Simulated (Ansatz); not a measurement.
A run of Ansatz 0.2.0 is set up as follows.

File input.yaml:

```yaml
crystal:
  lattice:
    - [0.0, 2.9305, 2.9305]
    - [2.9305, 0.0, 2.9305]
    - [2.9305, 2.9305, 0.0]
  atoms:
    - { symbol: In, position: [0.0, 0.0, 0.0] }
    - { symbol: P, position: [0.75, 0.75, 0.75] }
kpoints:
  mp_grid: { grid: [8, 8, 8] }
  band_path:
    path:
      - [0.0, 0.0, 0.0]
      - [0.5, 0.0, 0.5]
      - [0.5, 0.25, 0.75]
      - [0.375, 0.375, 0.75]
      - [0.0, 0.0, 0.0]
      - [0.5, 0.5, 0.5]
      - [0.625, 0.25, 0.625]
      - [0.5, 0.25, 0.75]
    npoints: 8
scf:
  occupations: { method: fermi_dirac, width: 0.05 }
hamiltonian:
  xc: pbesol
  pseudopotentials: { kind: all_electron, lapw: { basis_error: 0.001 } }
output:
  forces: true
  stress: true
  eigenvalues: true
```

Potentials or basis: all-electron LAPW, scalar-relativistic.

Command:

```bash
$ ansatz run input.yaml --threads 1 --pin off --max-ram 3072MiB --backend cpu --events-out ev --progress --plain --runs-dir out
```

What does it give for the band gap along the path?

0.61 eV, direct.

What does it give for the band gap on the k mesh?

0.61 eV, direct.

Predict the pressure.

0.6 GPa.

Levels at the corners of the path, in eV from the valence-band top:
```tsv
point	band 13	band 14	band 15	band 16	band 17	band 18	band 19	band 20	band 21
Γ	-14.01	-11.55	0.00	0.00	0.00	0.61	4.01	4.01	4.01
X	-13.97	-9.13	-5.81	-2.35	-2.35	1.63	2.17	9.09	9.52
W	-13.99	-9.05	-5.66	-3.00	-2.96	4.19	4.34	5.47	6.07
K	-13.98	-9.14	-5.67	-3.36	-1.96	2.25	4.32	7.42	7.44
Γ	-14.01	-11.55	0.00	0.00	0.00	0.61	4.01	4.01	4.01
L	-13.99	-9.80	-5.80	-0.98	-0.98	1.40	4.73	4.73	6.95
U	-13.98	-9.14	-5.67	-3.36	-1.96	2.25	4.32	7.42	7.44
W	-13.99	-9.05	-5.66	-3.00	-2.96	4.19	4.34	5.47	6.07
```

Caveat: spin-orbit coupling is left out, which moves the levels of the heavy elements.

**Experimental background.**

A printed reference work, data compilation reports, for a bulk crystal of InP at 1.6 K: band gap 1.4236 eV (direct).

A measured gap of InP is 1.4236 eV (direct; 1.6 K; a printed reference work, data compilation); the calculated 0.61 eV misses it by -0.81 eV. Spin-orbit coupling on In is left out. The value is that of PBEsol, without temperature or zero-point motion. Semilocal functionals fall short of measured gaps as a rule.
